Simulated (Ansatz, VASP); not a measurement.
# Se: VASP beside Ansatz

```
Se
1.0
     4.47561    0.00000    0.00000
    -2.23780    3.87599    0.00000
     0.00000    0.00000    7.95934
Se
4
Direct
  0.00000 0.00000 0.25000
  0.00000 0.00000 0.75000
  0.33333 0.66667 0.75000
  0.66667 0.33333 0.25000
```

Alike in both runs: functional PBE; k mesh 12 × 12 × 6; occupations gaussian, width 0.1 eV; no spin polarisation.

Ansatz relaxed the structure, and its values are those at the end. VASP's run is a single point on that final structure, the one shown.

|  | VASP | Ansatz |
| --- | --- | --- |
| version | VASP 6.6.1 | Ansatz 0.2.0 |
| potentials or method | VASP PAW PBE potentials, release 64 (Se) | scalar-relativistic, plane waves, PAW |
| plane-wave cutoff (eV) | 520 | 420 |
| valence electrons in the cell | 24 | 64 |

```tsv
	VASP	Ansatz	Ansatz less VASP
gap on the k mesh at the Fermi level (eV)	none	none	-
pressure (GPa)	0.0	0.0	-0.02
```

A gap of «none» marks a metal or a gap that the smearing closes. With one functional, cell and mesh, what is left measures potentials, basis and numerics. The two sets of potentials don't hold the same shells in valence.

Caveats: this functional lacks dispersion, which binds the layers, so the pressure and a relaxed spacing across them are unreliable.
